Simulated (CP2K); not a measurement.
## HgTe under changes of volume

One of the cells (28.929 Å³/atom); the others are scaled copies at fixed shape and fractional positions:

```
Hg Te
1.0
     4.58074    0.00000    0.00000
    -3.51900    2.93254    0.00000
    -0.53087   -1.46627    4.30713
Hg Te
1 1
Direct
  0.75000 0.25000 0.50000
  0.00000 0.00000 0.00000
```

Measurements of this composition are mostly on another form, of space group No. 216.

* Program: CP2K 2026.2
* Functional: PBEsol
* Potentials or basis: POTENTIAL_UZH Hg GTH-PBE-q12, Te GTH-PBE-q6; TZVP-MOLOPT-PBE-GTH basis
* Density cutoff: 6123 eV
* k mesh: 10 × 10 × 10
* Occupations: fermi-dirac, width 0.05 eV
* Spin: no spin polarisation

```csv
volume (Å³/atom),energy over the lowest point (meV/atom),pressure (GPa)
27.193,1.03,0.9
27.772,0.00,-0.3
28.351,2.73,-1.2
28.929,?,?
29.508,17.66,-2.8
30.086,29.11,-3.5
30.665,42.78,-4.1
```

What does the run at 28.929 Å³/atom give?

Energy over the lowest point 8.75 meV/atom; pressure -2.1 GPa.

Worked out: A Birch-Murnaghan fit of order 3 (a polynomial in V^(-2/3)) to the other rows has its minimum at 27.63 Å³/atom with B0 = V·E''(V) = 51 GPa and B' = 5.2 at fixed shape and positions, which overstates the stiffness. It gives 8.75 meV/atom at 28.929 Å³/atom, against the run's 8.75, and -dE/dV = -2.1 GPa, against -2.1.

Energies are extrapolated to zero smearing.

Caveats: with these potentials and basis sets, volumes of gold and of layered tellurides can stand 1.5 % and more from those of plane-wave programs; the potentials were made for another functional, which shifts forces and pressure; the basis of atomic orbitals isn't converged, which shifts pressures, moduli and gaps.
